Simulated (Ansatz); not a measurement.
# InCuS2, pressure series

Base system: InCuS$_{2}$ in the chalcopyrite structure (space group I-42d, No. 122; a = 5.577 Å, c = 11.234 Å).

Cell and atoms are relaxed at each pressure.

Method: DFT with PBE, PAW potentials and a 420 eV plane-wave cutoff in Ansatz (a program for electronic structure), spin-orbit coupling left out.

Notes on the quantities. enthalpy: H = E + PV relative to the base's energy.

| change | enthalpy | shortest interatomic distance | density |
|---|---|---|---|
| base | – | 2.328 Å | 4.61 g/cm³ |
| pressure −2 GPa | -0.28 eV/atom | 2.359 Å | 4.46 g/cm³ |
| pressure −1 GPa | -0.14 eV/atom | 2.343 Å | 4.54 g/cm³ |
| pressure 1.8 GPa | +0.24 eV/atom | 2.305 Å | 4.73 g/cm³ |
| pressure 9 GPa | +1.16 eV/atom | 2.236 Å | 5.13 g/cm³ |
| pressure 18 GPa | +2.22 eV/atom | 2.177 Å | 5.52 g/cm³ |
| pressure 30 GPa | +3.54 eV/atom | 2.122 Å | 5.93 g/cm³ |
| pressure 45 GPa | +5.06 eV/atom | 2.080 Å | 6.40 g/cm³ |
| pressure 60 GPa | +6.49 eV/atom | 2.055 Å | 6.84 g/cm³ |

From pressure 60 GPa on, the axis ratios lie over 15 % from the base's, so the cell there is far from its starting form. Load acts through the strain it causes; cell and atoms are relaxed under it. No phonon test of stability was made. Competing high-pressure phases were not computed. All final runs are without spin polarisation.
